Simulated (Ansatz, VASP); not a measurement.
## One calculation of C, two programs

INCAR

```
SYSTEM = C
ALGO = Normal
EDIFF = 1E-7
ENCUT = 520
GGA = PE
ISIF = 2
ISMEAR = 0
LASPH = .True.
LCHARG = .True.
LELF = .True.
LREAL = .False.
LVHAR = .True.
LWAVE = .False.
NBANDS = 11
NELM = 80
PREC = Accurate
SIGMA = 0.05
```

Contents of KPOINTS:

```
k-points
0
Gamma
  12 12 12
  0 0 0
```

File POSCAR:

```
C
1.0
    0.0000000000      1.6804433556      2.0165320268
    1.6804433556      0.0000000000      2.0165320268
    1.6804433556      1.6804433556      0.0000000000
C
2
Direct
    0.5000000000      0.5000000000      0.5000000000
    0.7500000000      0.7500000000      0.7500000000
```

Input for Ansatz:

```yaml
crystal:
  lattice:
    - [0.0, 1.6804433556, 2.0165320268]
    - [1.6804433556, 0.0, 2.0165320268]
    - [1.6804433556, 1.6804433556, 0.0]
  atoms:
    - { symbol: C, position: [0.5, 0.5, 0.5] }
    - { symbol: C, position: [0.75, 0.75, 0.75] }
basis:
  ecutwfc: 420
kpoints:
  mp_grid: { grid: [12, 12, 12] }
hamiltonian:
  xc: pbe
scf:
  occupations: { method: gaussian, width: 0.05 }
output:
  forces: true
  stress: true
  eigenvalues: true
```

Alike in both runs: task single point; functional PBE; k mesh 12 × 12 × 12; occupations gaussian, width 0.05 eV; no spin polarisation.

|  | VASP | Ansatz |
| --- | --- | --- |
| version | VASP 6.6.1 | Ansatz 0.2.0 |
| potentials or method | VASP PAW PBE potentials, release 64 (C) | scalar-relativistic, plane waves, PAW |
| plane-wave cutoff (eV) | 520 | 420 |
| valence electrons in the cell | 8 | 8 |

Ansatz gave:

```
gap on the k mesh at the Fermi level (eV)       : 1.88
least direct gap on the mesh (eV)               : 4.04
pressure (GPa)                                  : 1.4
largest component of the traceless stress (GPa) : 131.70
```

Estimate VASP's values.

gap on the k mesh at the Fermi level (eV): 1.87; least direct gap on the mesh (eV): 4.03; pressure (GPa): 2.0; largest component of the traceless stress (GPa): 131.70.
